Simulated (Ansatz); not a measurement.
Input and command of a plane-wave DFT calculation in Ansatz:

```yaml
crystal:
  lattice:
    - [0.0, 2.9277564186, 2.9277564186]
    - [2.9277564186, 0.0, 2.9277564186]
    - [2.9277564186, 2.9277564186, 0.0]
  atoms:
    - { symbol: Sn, position: [0.0, 0.0, 0.0] }
    - { symbol: Se, position: [0.5, 0.5, 0.5] }
basis:
  ecutwfc: 420
kpoints:
  mp_grid: { grid: [10, 10, 10] }
hamiltonian:
  xc: pbe
  dispersion: d3bj
scf:
  occupations: { method: gaussian, width: 0.02 }
output:
  forces: true
  stress: true
  eigenvalues: true
  write_density: true
  write_potential: true
  elf: true
  volumetric_format: npy
```

```bash
ansatz run input.yaml --threads 1 --pin off --max-ram 2560MiB --backend cpu --events-out ev --progress --plain --runs-dir out
```

Processor: Arm Neoverse V2, 1 thread, on a host shared with other jobs.

Problem. Estimate time, memory and problem size.

Solution. About 2.9 s on 1 thread of Arm Neoverse V2 (shared host), peak memory 0.34 GiB. It solves 19 bands at 47 k points (the mesh reduced by the symmetry that the task leaves, which can be less than the crystal's) with about 941 plane waves, in 6 SCF iterations.
